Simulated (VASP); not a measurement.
A run of VASP 6.6.1 is set up as follows.

INCAR

```
SYSTEM = MgS
PREC = Accurate
ENCUT = 520
EDIFF = 1E-6
ISMEAR = 0
SIGMA = 0.05
LREAL = .False.
LASPH = .True.
NELM = 100
ALGO = Normal
ISIF = 2
LWAVE = .False.
LCHARG = .False.
GGA = PS
NBANDS = 16
```

Contents of KPOINTS:

```
Automatic mesh
0
Gamma
  9 9 4
  0 0 0
```

File POSCAR:

```
MgS
1.0
    4.1483330859      0.0000000000      0.0000000000
   -2.0741665430      3.5925618358      0.0000000000
    0.0000000000      0.0000000000      6.0844937615
Mg S
2 2
Direct
    0.6666666667      0.3333333333      0.4957548500
    0.3333333333      0.6666666667      0.9957548500
    0.3333333333      0.6666666667      0.3792441500
    0.6666666667      0.3333333333      0.8792441500
```

Potentials or basis: VASP PAW PBE potentials, release 64 (Mg, S).

Run with:

```sh
$ cat potpaw_PBE.64/Mg/POTCAR potpaw_PBE.64/S/POTCAR > POTCAR
$ mpirun -np 1 vasp_std > vasp.out
```

Question: What does it give for the largest force?

Answer: 0.738 eV/Å.

Question: Estimate the pressure.

Answer: 0.0 GPa.

Question: Estimate the band gap on the k mesh.

Answer: 3.13 eV, direct.

Stress tensor (GPa, compression positive):
```
-2.88  0.00  0.00
 0.00 -2.88  0.00
 0.00  0.00  5.69
```

Caveat: the PAW data sets were made with another functional, which shifts forces and pressure a little. As with any semilocal functional, this PBEsol gap is likely too small.
